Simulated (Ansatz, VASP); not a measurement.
**Two plane-wave programs on Nb**

```
CELL_PARAMETERS angstrom
-0.88824 1.77649 1.77649
1.77649 -0.88824 1.77649
1.77649 1.77649 -0.88824
ATOMIC_POSITIONS crystal
Nb 0.00000 0.00000 0.00000
```

Alike in both runs: task single point; functional r2SCAN; k mesh 22 × 22 × 22; occupations gaussian, width 0.15 eV; no spin polarisation.

```csv
,VASP,Ansatz
version,VASP 6.6.1,Ansatz 0.2.0
potentials or method,"VASP PAW PBE potentials, release 64 (Nb_sv)","scalar-relativistic, plane waves, PAW"
plane-wave cutoff (eV),520,500
valence electrons in the cell,13,13
```

```csv
,VASP,Ansatz,Ansatz less VASP
gap on the k mesh at the Fermi level (eV),none,none,-
pressure (GPa),7.2,7.2,+0.05
```

A gap of «none» marks a metal or a gap that the smearing closes. With one functional, cell and mesh, what is left measures potentials, basis and numerics.

Caveats: the PAW data sets were made with another functional, which shifts forces and pressure a little (VASP).
